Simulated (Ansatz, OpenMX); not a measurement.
Given: the input of a run of OpenMX 3.8.5 on BaTiO3. 

BaTiO3.dat

```
System.CurrrentDirectory             ./
System.Name                          BaTiO3
DATA.PATH                            ./DFT_DATA13
level.of.stdout                      1
level.of.fileout                     0
Species.Number                       3
<Definition.of.Atomic.Species
  Ba  Ba10.0-s3p2d2          Ba_PBE13
  Ti  Ti7.0-s3p2d2           Ti_PBE13
  O   O6.0-s2p2d1            O_PBE13
Definition.of.Atomic.Species>

Atoms.Number                         5
Atoms.SpeciesAndCoordinates.Unit     FRAC
<Atoms.SpeciesAndCoordinates
    1  Ba    0.0000000000    0.0000000000    0.0000000000   5.000  5.000
    2  Ti    0.5000000000    0.5000000000    0.4900000000   6.000  6.000
    3  O     0.0000000000    0.5000000000    0.5170000000   3.000  3.000
    4  O     0.5000000000    0.0000000000    0.5170000000   3.000  3.000
    5  O     0.5000000000    0.5000000000    0.0190000000   3.000  3.000
Atoms.SpeciesAndCoordinates>

Atoms.UnitVectors.Unit               Ang
<Atoms.UnitVectors
     3.9998000000    0.0000000000    0.0000000000
     0.0000000000    3.9998000000    0.0000000000
     0.0000000000    0.0000000000    4.0180000000
Atoms.UnitVectors>

scf.XcType                           GGA-PBE
scf.SpinPolarization                 off
scf.ElectronicTemperature            580.226
scf.energycutoff                     400.0
scf.maxIter                          100
scf.EigenvalueSolver                 band
scf.Kgrid                            7 7 7
scf.Mixing.Type                      rmm-diisk
scf.Init.Mixing.Weight               0.05
scf.Min.Mixing.Weight                0.001
scf.Max.Mixing.Weight                0.3
scf.Mixing.History                   25
scf.Mixing.StartPulay                8
scf.criterion                        1.0e-8
scf.stress.tensor                    on
MD.Type                              nomd
```

Potentials or basis: OpenMX 2013 PBE set, Ba10.0-s3p2d2, Ti7.0-s3p2d2, O6.0-s2p2d1, grid cutoff 400 Ry.

The run is started by

```sh
$ openmx BaTiO3.dat -nt 1 > BaTiO3.std
```

What does the same run look like in Ansatz 0.2.0? Potentials or basis there: Ansatz PAW, cutoff 420 eV.

As run (cutoffs and basis follow the program's own potentials, and thresholds, step limits or extra output files can differ):

input.yaml

```yaml
crystal:
  lattice:
    - [3.9998, 0.0, 0.0]
    - [0.0, 3.9998, 0.0]
    - [0.0, 0.0, 4.018]
  atoms:
    - { symbol: Ba, position: [0.0, 0.0, 0.0] }
    - { symbol: Ti, position: [0.5, 0.5, 0.49] }
    - { symbol: O, position: [0.0, 0.5, 0.517] }
    - { symbol: O, position: [0.5, 0.0, 0.517] }
    - { symbol: O, position: [0.5, 0.5, 0.019] }
hamiltonian:
  xc: pbe
  pseudopotentials: { kind: paw }
kpoints:
  mp_grid: { grid: [7, 7, 7] }
scf:
  occupations: { method: fermi_dirac, width: 0.05 }
output:
  forces: true
  stress: true
  eigenvalues: true
```

Potentials or basis: Ansatz PAW.

The run is started by

```console
$ ansatz run input.yaml --threads 2 --pin off --max-ram 5120MiB --backend cpu --events-out ev --progress --plain --runs-dir out
```

Both were run:

|  | OpenMX | Ansatz |
| --- | --- | --- |
| Pressure | 3.9 GPa | 2.4 GPa |

Ansatz's pressure holds a Pulay term of +0.54 GPa for its cutoff of 420 eV, which the other run lacks.

Where Ansatz's input types no cutoff or centring, it takes its own default and a Γ-centred mesh.

The two runs disagree by more than potentials and bases usually give (in gap, levels, pressure or energy); the cause wasn't traced.

Pressure is positive in compression.
